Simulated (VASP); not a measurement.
# Cu (Cmcm) in VASP: further runs, part 2 of 2

VASP 6.6.1. The steps go on from the part before.

### Step 5. Relaxation of cell and atoms, PBE+D4

Contents of INCAR:

```
SYSTEM = Cu
PREC     = Accurate       ! precision mode
ENCUT    = 600            ! plane-wave cutoff, eV
EDIFF    = 1E-6           ! SCF threshold, eV
ISMEAR   = -1             ! smearing method
SIGMA    = 0.05           ! smearing width, eV
LREAL    = .FALSE.        ! projectors in reciprocal space
LASPH    = .TRUE.         ! aspherical terms in the spheres
NELM     = 60             ! most SCF steps
ALGO     = Fast           ! electronic algorithm
ISIF     = 3              ! what is computed and relaxed
LWAVE    = .FALSE.        ! write WAVECAR
LCHARG   = .FALSE.        ! write CHGCAR
GGA      = PE             ! functional
IVDW     = 13             ! dispersion correction
IBRION   = 2              ! ionic algorithm
NSW      = 40             ! ionic steps
EDIFFG   = -0.01          ! ionic threshold
```

Contents of KPOINTS:

```
Automatic mesh
0
G
  11 11 11
  0 0 0
```

Contents of POSCAR:

```
Cu
1.0
    1.2184636900     -3.9763780104      0.0000000000
    1.2184636900      3.9763780104      0.0000000000
    0.0000000000      0.0000000000      2.4754955235
Cu
2
Direct
    0.8661333500      0.1338666500      0.7500000000
    0.1338666500      0.8661333500      0.2500000000
```

Launch:

```console
$ cat potpaw_PBE.64/Cu/POTCAR > POTCAR
$ mpirun -np 1 vasp_std > vasp.out
```

It took 9.5 min on 1 thread of Intel Xeon Platinum 8559C (Emerald Rapids), shared host; peak memory 0.24 GiB.

Results (log left out):

```yaml
Free_energy: -8.2625 eV
Relaxed_volume: 12.04 Å³/atom
Relaxed_cell: a = 4.149 Å, b = 4.149 Å, c = 2.488 Å, α = 90.00°, β = 90.00°, γ = 145.79°
Space_group_after_relaxing_to_0.05_Å: Cmcm (No. 63)
Energy_gained_by_relaxing: 0.2 meV/atom
Ionic_steps: 25
Pressure_after_relaxing: 0.0 GPa
Band_gap_on_the_k_mesh: none (metal or under the smearing width)
Dispersion_energy_per_atom: -0.552 eV
```

Forces on the atoms (eV/Å):
```
Cu   0.000  0.003  0.000
Cu   0.000 -0.003  0.000
```

Stress tensor (GPa, compression positive):
```
 0.06  0.00  0.00
 0.00  0.07  0.00
 0.00  0.00 -0.07
```

Step by step:
| step | energy change (eV) | largest force (eV/Å) | pressure (GPa) | volume (Å³) |
| --- | --- | --- | --- | --- |
| 1 | 0.0000 | 0.0537 | 0.47 | 23.99 |
| 2 | -0.0003 | 0.0038 | -0.60 | 24.11 |
| 3 | -0.0004 | 0.0162 | -0.53 | 24.08 |
| 4 | -0.0003 | 0.0215 | -0.48 | 24.07 |
| 5 | -0.0004 | 0.0282 | 0.27 | 24.02 |
| 6 | -0.0005 | 0.0083 | 0.24 | 24.04 |
| 7 | -0.0005 | 0.0059 | 0.20 | 24.04 |
| 8 | -0.0004 | 0.0252 | 0.18 | 24.07 |
| 9 | -0.0004 | 0.0203 | 0.00 | 24.07 |
| 10 | -0.0005 | 0.0128 | -0.51 | 24.06 |
| 11 | -0.0005 | 0.0079 | -0.41 | 24.05 |
| 12 | -0.0005 | 0.0076 | 0.18 | 24.05 |
| 13 | -0.0005 | 0.0091 | 0.07 | 24.05 |
| 14 | -0.0005 | 0.0097 | -0.41 | 24.05 |
| 15 | -0.0005 | 0.0078 | 0.09 | 24.05 |
| 16 | -0.0005 | 0.0102 | -0.17 | 24.05 |
| 17 | -0.0005 | 0.0193 | 0.32 | 24.05 |
| 18 | -0.0005 | 0.0103 | 0.10 | 24.05 |
| 19 | -0.0005 | 0.0107 | 0.35 | 24.06 |
| 20 | -0.0003 | 0.0128 | -0.30 | 24.09 |
| 21 | -0.0004 | 0.0150 | -0.49 | 24.06 |
| 22 | -0.0005 | 0.0139 | -0.35 | 24.06 |
| 23 | -0.0005 | 0.0134 | -0.20 | 24.06 |
| 24 | -0.0005 | 0.0133 | 0.09 | 24.06 |
| 25 | -0.0005 | 0.0026 | 0.02 | 24.07 |

Final structure:
```
Cu
1.0
     1.22014   -3.96515    0.00000
     1.22014    3.96515    0.00000
     0.00000    0.00000    2.48769
Cu
2
Direct
  0.86650 0.13350 0.75000
  0.13350 0.86650 0.25000
```

Levels at points of the mesh, in eV from the Fermi level:
```tsv
k point	band 7	band 8	band 9	band 10	band 11	band 12	band 13	band 14	band 15
(0.00, 0.00, 0.00)	-2.35	-2.05	-1.86	-1.73	-1.46	-0.01	4.86	14.52	18.38
```

Caveat: pairwise dispersion overbinds metals, which lowers pressure and volume.

### Step 6. Relaxation of cell and atoms, PBE+TS

INCAR, as its differences from that of step 5:

```diff
@@ -14,3 +14,3 @@
 GGA      = PE             ! functional
-IVDW     = 13             ! dispersion correction
+IVDW     = 2              ! dispersion correction
 IBRION   = 2              ! ionic algorithm
```

KPOINTS is that of step 5.

POSCAR is that of step 5.

Potentials or basis: VASP PAW PBE potentials, release 64 (Cu).

Launch:

```console
$ cat potpaw_PBE.64/Cu/POTCAR > POTCAR
$ mpirun -np 1 vasp_std > vasp.out
```

Run time: 13 min. Hardware: 1 thread of Intel Xeon Platinum 8559C (Emerald Rapids), shared host; peak memory 0.24 GiB.

Results (log left out):

```
Free energy                            : -8.2892 eV
Relaxed volume                         : 11.86 Å³/atom
Relaxed cell                           : a = 4.110 Å, b = 4.110 Å, c = 2.472 Å, α = 90.00°, β = 90.00°, γ = 145.39°
Space group after relaxing (to 0.05 Å) : Cmcm (No. 63)
Energy gained by relaxing              : 2.0 meV/atom
Ionic steps                            : 34
Pressure after relaxing                : 0.0 GPa
Band gap on the k mesh                 : none (metal or under the smearing width)
Dispersion energy per atom             : -0.575 eV
```

Step by step:
| step | energy change (eV) | largest force (eV/Å) | pressure (GPa) | volume (Å³) |
| --- | --- | --- | --- | --- |
| 1 | 0.0000 | 0.0695 | -2.03 | 23.99 |
| 2 | -0.0029 | 0.0065 | 1.32 | 23.46 |
| 3 | -0.0036 | 0.0333 | 0.36 | 23.62 |
| 4 | -0.0036 | 0.0252 | 0.14 | 23.62 |
| 5 | -0.0034 | 0.0136 | 0.91 | 23.54 |
| 6 | -0.0035 | 0.0326 | 0.65 | 23.60 |
| 7 | -0.0035 | 0.0298 | 0.58 | 23.61 |
| 8 | -0.0041 | 0.0112 | -0.01 | 23.66 |
| 9 | -0.0040 | 0.0067 | 0.68 | 23.67 |
| 10 | -0.0040 | 0.0027 | 0.15 | 23.69 |
| 11 | -0.0040 | 0.0032 | 0.23 | 23.69 |
| 12 | -0.0040 | 0.0022 | 0.32 | 23.70 |
| 13 | -0.0040 | 0.0049 | -0.46 | 23.78 |
| 14 | -0.0041 | 0.0041 | -0.26 | 23.74 |
| 15 | -0.0041 | 0.0037 | -0.35 | 23.73 |
| 16 | -0.0041 | 0.0034 | -0.26 | 23.71 |
| 17 | -0.0041 | 0.0035 | -0.16 | 23.70 |
| 18 | -0.0040 | 0.0035 | 0.16 | 23.70 |
| 19 | -0.0040 | 0.0037 | 0.06 | 23.70 |
| 20 | -0.0040 | 0.0035 | 0.16 | 23.70 |
| 21 | -0.0041 | 0.0038 | -0.58 | 23.72 |
| 22 | -0.0041 | 0.0049 | -0.37 | 23.71 |
| 23 | -0.0040 | 0.0037 | 0.15 | 23.71 |
| 24 | -0.0040 | 0.0017 | 0.03 | 23.71 |
| 25 | -0.0041 | 0.0018 | -0.18 | 23.71 |
| 26 | -0.0041 | 0.0014 | -0.36 | 23.71 |
| 27 | -0.0041 | 0.0114 | -0.12 | 23.69 |
| 28 | -0.0041 | 0.0066 | 0.35 | 23.70 |
| 29 | -0.0041 | 0.0030 | 0.33 | 23.70 |
| 30 | -0.0041 | 0.0023 | -0.17 | 23.70 |
| 31 | -0.0041 | 0.0031 | 0.10 | 23.70 |
| 32 | -0.0041 | 0.0037 | 0.38 | 23.70 |
| 33 | -0.0041 | 0.0025 | 0.39 | 23.70 |
| 34 | -0.0041 | 0.0002 | -0.04 | 23.72 |

Final structure:
```
Cu
1.0
     1.22247   -3.92349    0.00000
     1.22247    3.92349    0.00000
     0.00000    0.00000    2.47248
Cu
2
Direct
  0.86543 0.13457 0.75000
  0.13457 0.86543 0.25000
```

Levels at points of the mesh, in eV from the Fermi level:
| k point | band 8 | band 9 | band 10 | band 11 | band 12 | band 13 | band 14 | band 15 |
| --- | --- | --- | --- | --- | --- | --- | --- | --- |
| (0.00, 0.00, 0.00) | -2.09 | -1.91 | -1.75 | -1.47 | 0.07 | 5.05 | 14.70 | 18.20 |

Caveat: atom-pairwise D2, TS and ULG terms overbind metals; pairwise dispersion overbinds metals, which lowers pressure and volume.

### Step 7. Summary

```csv
level,potentials or basis,k mesh,ladder,gap on the mesh (eV),pressure (GPa),relaxed volume (Å³/atom),largest force (eV/Å)
LDA,"VASP PAW LDA potentials, release 64 (Cu)",10 × 10 × 10,gaps,none,-0.1,11.47,0.01
PBE+D3,"VASP PAW PBE potentials, release 64 (Cu)",11 × 11 × 11,-,none,0.1,12.01,0.01
PBE+D3(BJ),"VASP PAW PBE potentials, release 64 (Cu)",11 × 11 × 11,-,none,0.1,11.93,-
PBE+D4,"VASP PAW PBE potentials, release 64 (Cu)",11 × 11 × 11,-,none,0.0,12.04,-
PBE+TS,"VASP PAW PBE potentials, release 64 (Cu)",11 × 11 × 11,-,none,0.0,11.86,-
```

Alike in all rows: task relaxation of cell and atoms; no spin polarisation; cell relaxed; cutoff (eV) 600; smearing fermi-dirac 0.05 eV.

Caveats: pairwise dispersion overbinds metals, which lowers pressure and volume (some runs); atom-pairwise D2, TS and ULG terms overbind metals (some runs).

Absolute energies hang on the potentials; compare differences alone.
